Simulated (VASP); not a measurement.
# S (R-3m) in VASP: further runs, part 2 of 2

VASP 6.6.1.

## 3. Relaxation of cell and atoms, LDA, target pressure 150 GPa, at which the enthalpy is minimised

This run uses another cell than the first one, of 8.01 Å³/atom, 0.956 times its volume.

The input, INCAR:

```
SYSTEM = S
PREC = Accurate ; ENCUT = 600
EDIFF = 1E-6 ; ISMEAR = 1
SIGMA = 0.1 ; LREAL = .False.
LASPH = .True. ; NELM = 80
ALGO = Normal ; ISIF = 3
LWAVE = .False. ; LCHARG = .False.
GGA = CA ; IBRION = 2
NSW = 90 ; EDIFFG = -0.01
PSTRESS = 1500.0
```

The input, KPOINTS:

```
Automatic mesh
0
Gamma
  19 19 19
  0 0 0
```

The input, POSCAR:

```
S
1.0
    1.6385000000      0.9459884161      0.8613333333
   -1.6385000000      0.9459884161      0.8613333333
    0.0000000000     -1.8919768321      0.8613333333
S
1
Direct
    0.0000000000      0.0000000000      0.0000000000
```

Potentials or basis: VASP PAW LDA potentials, release 64 (S).

Command:

```
cat potpaw_LDA.64/S/POTCAR > POTCAR
mpirun -np 1 vasp_std > vasp.out
```

OUTCAR:

```text
SYSTEM = S
   PREC = Accurate
   ENCUT = 600
   EDIFF = 1E-6
   ISMEAR = 1
   LREAL = .False.
   LASPH = .True.
   NELM = 80
   ISIF = 3
   GGA = CA
   IBRION = 2
   NSW = 90
   EDIFFG = -0.01
   PSTRESS = 1500.0

 ion  position               nearest neighbor table
   1  0.000  0.000  0.000-

  LATTYP: Found a trigonal (rhomboedric) cell.
 ALAT       =     2.0788149135
 COS(alpha) =    -0.2424852435

  Lattice vectors:

 A1 = (   1.6385000000,   0.9459884161,   0.8613333333)
 A2 = (  -1.6385000000,   0.9459884161,   0.8613333333)
 A3 = (   0.0000000000,  -1.8919768321,   0.8613333333)

Analysis of symmetry for initial positions (statically):
=====================================================================
 Subroutine PRICEL returns:
 Original cell was already a primitive cell.

 Routine SETGRP: Setting up the symmetry group for a
 trigonal (rhombohedral) supercell.

 Subroutine GETGRP returns: Found 12 space group operations
 (whereof 12 operations were pure point group operations)
 out of a pool of 12 trial point group operations.

[... 170 lines left out ...]
  -------------------------------------------------------------------------------------
  Total       10.1469381     10.1469381      9.9064697      0.0000000      0.0000000      0.0000000
  in kB     2029.5082585   2029.5082585   1981.4117264      0.0000000      0.0000001      0.0000000
  external PRESSURE =     513.4760811 kB  Pullay stress =    1500.0000000 kB
[... 283 lines left out ...]
--------------------------------------- Ionic step        9  -------------------------------------------

 number of electron       6.0000001 magnetization

 Free energy of the ion-electron system (eV)
  ---------------------------------------------------
  ext. energy  EPLUGINS =         0.00000000
  ---------------------------------------------------
  free energy    TOTEN  =        -2.25750391 eV

  energy without entropy =       -2.25745542  energy(sigma->0) =       -2.25748775

 E-fermi :  18.8938     XC(G=0): -14.1391

 val. band max:       18.8932108150   @ k =  -0.3684   0.1579   0.1579
 cond. band min:      18.8955035155   @ k =  -0.1053  -0.3158   0.0526
 fundamental gap:      0.0022927005
 Fermi energy:        18.8937897363

 k-point     1 :       0.0000    0.0000    0.0000
  band No.  band energies     occupation
      1      -6.4263      2.00000
      2      23.0553      0.00000
      3      26.2017      0.00000
      4      26.2017      0.00000
      5      27.1805      0.00000
      6      27.1805      0.00000
      7      34.6639      0.00000
[... 221 lines left out ...]
 k-point    24 :      -0.2632    0.0526    0.0000
  band No.  band energies     occupation
      1      -4.1815      2.00000
      2      13.3338      2.00000
      3      23.3633      0.00000
      4      25.9891      0.00000
      5      27.3349      0.00000
      6      31.6220      0.00000
      7      35.9840      0.00000

 [... further k-points ...]

------------------------ aborting loop because EDIFF is reached ----------------------------------------

  FORCE on cell =-STRESS in cart. coord.  units (eV):
  Direction    XX          YY          ZZ          XY          YZ          ZX
  --------------------------------------------------------------------------------------
  -------------------------------------------------------------------------------------
  Total        8.2018491      8.2018491      8.1957107      0.0000000      0.0000000      0.0000000
  in kB     1501.1574433   1501.1574432   1500.0339404      0.0000000      0.0000001      0.0000000
  external PRESSURE =       0.7829423 kB  Pullay stress =    1500.0000000 kB
[... 20 lines left out ...]
  energy  without entropy=       -2.2574554204  energy(sigma->0) =       -2.25748775

  enthalpy is  TOTEN    =         5.9380213153 eV   P V=        8.1955252245

 reached required accuracy - stopping structural energy minimisation
```

It took 80 s on 1 thread of AMD EPYC 9R45 (Zen 5), shared host; peak memory 0.12 GiB.

Results:

```
Free energy                                            : -2.2575 eV
Relaxed volume                                         : 8.75 Å³/atom
Relaxed cell                                           : a = 2.141 Å, b = 2.141 Å, c = 2.141 Å, α = 103.98°, β = 103.98°, γ = 103.98°
Space group after relaxing (to 0.05 Å)                 : R-3m (No. 166)
Energy change on relaxing (the enthalpy is what falls) : -807.0 meV/atom
Ionic steps                                            : 9
Pressure after relaxing                                : 150.1 GPa
Band gap on the k mesh                                 : none (metal or under the smearing width)
```

Stress tensor (GPa, compression positive):
```
150.12   0.00   0.00
  0.00 150.12   0.00
  0.00   0.00 150.00
```

The path:
```csv
step,energy change (eV),largest force (eV/Å),pressure (GPa),volume (Å³)
1,0.0000,0.0000,201.35,8.01
2,-2.2555,0.0000,45.68,11.37
3,-0.8612,0.0000,146.14,8.81
4,-0.8020,0.0000,150.10,8.75
5,-0.8162,0.0000,149.19,8.76
6,-0.7713,0.0000,152.40,8.72
7,-0.7950,0.0000,150.73,8.74
8,-0.8200,0.0000,149.35,8.77
9,-0.8070,0.0000,150.08,8.75
```

Final structure:
```
S
1.0
     1.68655    0.97373    0.88840
    -1.68655    0.97373    0.88840
     0.00000   -1.94746    0.88840
S
1
Direct
  0.00000 0.00000 0.00000
```

Levels at points of the mesh, in eV from the Fermi level:
```csv
k point,band 1,band 2,band 3,band 4,band 5,band 6,band 7
"(0.00, 0.00, 0.00)",-25.32,4.16,7.31,7.31,8.29,8.29,15.77
```

Caveat: the cell is relaxed towards a set pressure, so the enthalpy falls and the energy may rise.

## 4. Relaxation of cell and atoms, LDA, target pressure 150 GPa, at which the enthalpy is minimised

This run uses another cell than the first one, of 8.75 Å³/atom, 1.045 times its volume.

The input, INCAR:

```
SYSTEM = S
PREC = Accurate ; ENCUT = 600
EDIFF = 1E-7 ; ISMEAR = 1
SIGMA = 0.1 ; LREAL = .False.
LASPH = .True. ; NELM = 80
ALGO = Normal ; ISIF = 3
LWAVE = .False. ; LCHARG = .False.
GGA = CA ; IBRION = 2
NSW = 90 ; EDIFFG = -0.005
PSTRESS = 1500.0
```

KPOINTS is that of step 3.

The input, POSCAR:

```
S                                       
1.0
    1.6865473906      0.9737285900      0.8883996804
   -1.6865473906      0.9737285900      0.8883996804
    0.0000000000     -1.9474571798      0.8883996803
  S             
     1
Direct
     0.0000000000000000    0.0000000000000000    0.0000000000000000
```

Command:

```
cat potpaw_LDA.64/S/POTCAR > POTCAR
mpirun -np 1 vasp_std > vasp.out
```

Wall time 31 s (1 thread of AMD EPYC 9R45 (Zen 5), shared host); peak memory 0.11 GiB.

Results (log left out):

| Quantity | Value |
| --- | --- |
| Free energy | -2.2595 eV |
| Relaxed volume | 8.76 Å³/atom |
| Relaxed cell | a = 2.141 Å, b = 2.141 Å, c = 2.141 Å, α = 103.98°, β = 103.98°, γ = 103.98° |
| Space group after relaxing (to 0.05 Å) | R-3m (No. 166) |
| Energy change on relaxing (the enthalpy is what falls) | -1.5 meV/atom |
| Ionic steps | 3 |
| Pressure after relaxing | 150.0 GPa |
| Band gap on the k mesh | none (metal or under the smearing width) |

Step by step:
```csv
step,energy change (eV),largest force (eV/Å),pressure (GPa),volume (Å³)
1,0.0000,0.0000,150.09,8.75
2,-0.0060,0.0000,149.70,8.76
3,-0.0015,0.0000,150.00,8.76
```

Final structure:
```
S
1.0
     1.68669    0.97381    0.88841
    -1.68669    0.97381    0.88841
     0.00000   -1.94762    0.88841
S
1
Direct
  0.00000 0.00000 0.00000
```

Levels at points of the mesh, in eV from the Fermi level:
```
           k point  band 1  band 2  band 3  band 4  band 5  band 6
(0.00, 0.00, 0.00)  -25.32    4.16    7.31    7.31    8.29    8.29
```

Caveat: the cell is relaxed towards a set pressure, so the enthalpy falls and the energy may rise.
